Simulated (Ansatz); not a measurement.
Results of r²SCAN-D4 in Ansatz (plane waves, PAW) for cubic perovskite LaAlO₃ (cubic high-temperature phase).

Output (set-up and result lines):

```
Crystal: 5 atoms, lattice volume = 56.071 Å³
Basis set: ecut = 560 eV, 1743 PW (Γ), exchange–correlation on 90×90×90 points (27 copies of the dense FFT grid, shifted against one another)
Bands: 21, of which v1, the nominal top of the filled ones, is band 16 counted from 1 (15 counted from 0)
Symmetry: 48 space group operations
Space group: Pm-3m (ITA 221), of the structure as read, at distance tolerance 3.8e-5 Å
k-points: 56 of 1000
Functional: x = r2scan, c = r2scan; τ floored in thin density (d = 2e-4 eV/Å³)
SCF iter   1: F=—  HF=-8521.370741 eV  |F-HF|=—  |Δ(HF+E_count)|=         —  Δρ=1.31e-2  dr2=1.29e-1  dr2_τ=2.48e-1
SCF iter   2: F=—  HF=-8521.594074 eV  |F-HF|=—  |Δ(HF+E_count)|=   2.23e-1  Δρ=6.50e-3  dr2=2.04e-2  dr2_τ=2.22e-3
  ...
SCF iter   8: F=—  HF=-8521.589692 eV  |F-HF|=—  |Δ(HF+E_count)|=   3.62e-8  Δρ=2.22e-6  dr2=2.95e-9  dr2_τ=7.42e-11
SCF iter   9: F=-8521.589692 eV  HF=-8521.589692 eV  |F-HF|=4.00e-11  |Δ(HF+E_count)|=  5.86e-10  Δρ=2.48e-7  dr2=4.90e-11  dr2_τ=1.09e-12
SCF 1 converged in 9 iterations: F = -8521.589692 eV  dr2 = 4.90e-11
SCF converged after 9 iterations
Free energy (F): -8521.589692 eV
Internal energy: -8521.589692 eV  (E = F + TS)
E sigma→0 (E₀):  -8521.589692 eV
Fermi energy:    12.746493 eV
--- Forces (eV/Å), atoms counted from 1 ---
  atom   1  La    -0.00000000     0.00000000     0.00000000
  atom   2  Al     0.00000000    -0.00000000     0.00000000
  atom   3  O      0.00000000    -0.00000000     0.00000000
  atom   4  O      0.00000000     0.00000000    -0.00000000
  atom   5  O     -0.00000000    -0.00000000     0.00000000
--- Stress (GPa, compression-positive) ---
       -7.765536      -0.000000       0.000000
        0.000000      -7.765536       0.000000
        0.000000       0.000000      -7.765536
  P = ⅓ Tr σ = -7.7655 GPa (-77.655 kbar)
```

Problem. Write an input file that could have produced this run (the log leaves some choices open).

Solution. This is not unique; one that fits is 
Ansatz 0.2 input:
```yaml
crystal:
  lattice:
    - [3.8274829471, 0.0, 0.0]
    - [0.0, 3.8274829471, 0.0]
    - [0.0, 0.0, 3.8274829471]
  atoms:
    - { symbol: La, position: [0.0, 0.0, 0.0] }
    - { symbol: Al, position: [0.5, 0.5, 0.5] }
    - { symbol: O, position: [0.5, 0.0, 0.5] }
    - { symbol: O, position: [0.0, 0.5, 0.5] }
    - { symbol: O, position: [0.5, 0.5, 0.0] }
basis:
  ecutwfc: 560
  ecutrho_ratio: 4
  xc_grid: 3
kpoints:
  mp_grid: { grid: [10, 10, 10] }
hamiltonian:
  xc: r2scan
  dispersion: d4
  pseudopotentials: { kind: paw }
scf:
  occupations: { method: fermi_dirac, width: 0.01 }
  convergence: { dr2_threshold: 0.0000000005 }
output:
  forces: true
  stress: true
  eigenvalues: true
```

The cell is one volume of an energy–volume scan, off the minimum.

The PAW data were made under PBE.

Note: held by symmetry at 0 K, a high-temperature phase can be a saddle point.

The result took around 5 core-seconds (rough).

Ansatz is an electronic-structure program.
